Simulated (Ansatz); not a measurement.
## GaN (F-43m), an elastic constant from a strain scan

All numbers below come from Ansatz, DFT PBE, scalar-relativistic, plane waves, PAW. Settings: plane waves to 420 eV, k-mesh 10×10×10 (Γ-centred), Gaussian smearing 0.05 eV. No spin polarisation. Energies are free energies at this smearing, counted from the undisturbed cell; pressure is positive in compression.

The starting cell (relaxed at this level; this zinc-blende form isn't the usual structure):

```
CELL_PARAMETERS angstrom
0.00000 2.27424 2.27424
2.27424 0.00000 2.27424
2.27424 2.27424 0.00000
ATOMIC_POSITIONS crystal
Ga 0.00000 0.00000 0.00000
N 0.75000 0.75000 0.75000
```

The cell is strained by ε times the Voigt pattern (0, 0, 1, 0, 0, 0) (xx, yy, zz, yz, xz, xy; engineering shear) with fractional coordinates fixed. The cell holds 2 atoms in V0 = 23.53 Å³. The stress column is τ = (1/V0) dE/dε, got from the stress tensor σ (compression positive) at each point as −det(1 + εP) σ : P(1 + εP)⁻¹, with P the pattern as a tensor.

```
      ε  ΔE (meV/atom)  τ (GPa)
-0.0600         34.649  -15.973
-0.0450         19.325  -11.842
-0.0300          8.523   -7.806
-0.0150          2.113   -3.855
 0.0000          0.000   -0.004
 0.0150          2.050    3.750
 0.0300          8.221    7.407
 0.0450         18.337   10.957
 0.0525         24.851   12.694
 0.0600              ?        ?
```

Which combination of elastic constants does this scan measure, and how large is it?

For small ε, τ = τ0 + Kε with K = pᵀCp, which for this pattern is C11 in the cubic axes. The parabola through τ at ε = -0.0150, 0 and 0.0150 has slope K = 254 GPa at zero. The energies per cell, E = NΔE, of the same two points give K = 2[E(ε₊)/ε₊ − E(ε₋)/ε₋]/[(ε₊ − ε₋)V0] = 252 GPa, in agreement.

Predict the withheld row at ε = 0.0600 from the harmonic law, and compare.

ΔE = V0(τ0 ε + Kε²/2)/N = 33.484 meV/atom and τ = 15.21 GPa. The calculation gives 32.323 meV/atom and 14.40 GPa, a miss of 3.5 % of the harmonic energy, so the harmonic law still holds here.

Cost: 10 runs of about 0.26 core-minutes in all, on Intel Xeon 6975P-C (Granite Rapids) (shared hosts).